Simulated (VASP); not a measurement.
Crystal: NiO.

```
CELL_PARAMETERS angstrom
0.00000 2.08590 2.08590
2.08590 0.00000 2.08590
2.08590 2.08590 0.00000
ATOMIC_POSITIONS crystal
Ni 0.00000 0.00000 0.00000
O 0.50000 0.50000 0.50000
```

Base run:

```yaml
Program: VASP 6.6.1
Functional: RPBE
Potentials_or_basis: VASP PAW PBE potentials, release 64 (Ni, O)
Cutoff: 520 eV
k_mesh: 11 × 11 × 11
Occupations: fermi-dirac, width 0.05 eV
Spin: collinear spin, ferromagnetic start
Starting_moments: "[1.0, 0.0] μB"
```

Its results: pressure 13.0 GPa; net moment 1.80 μB per cell; site moments Ni +1.48; O +0.28 μB.

Problem. The run is repeated on the same cell with these changes: functional from RPBE to PBE; occupations from fermi-dirac, width 0.05 eV to gaussian, width 0.011 eV. What comes out?

Solution. Pressure 6.1 GPa; net moment 1.78 μB per cell; site moments Ni +1.46; O +0.28 μB.

Caveats: a cell with one magnetic atom can't hold antiferromagnetic order, which such compounds often take; the PAW data sets were made with another functional, which shifts forces and pressure a little (some runs).
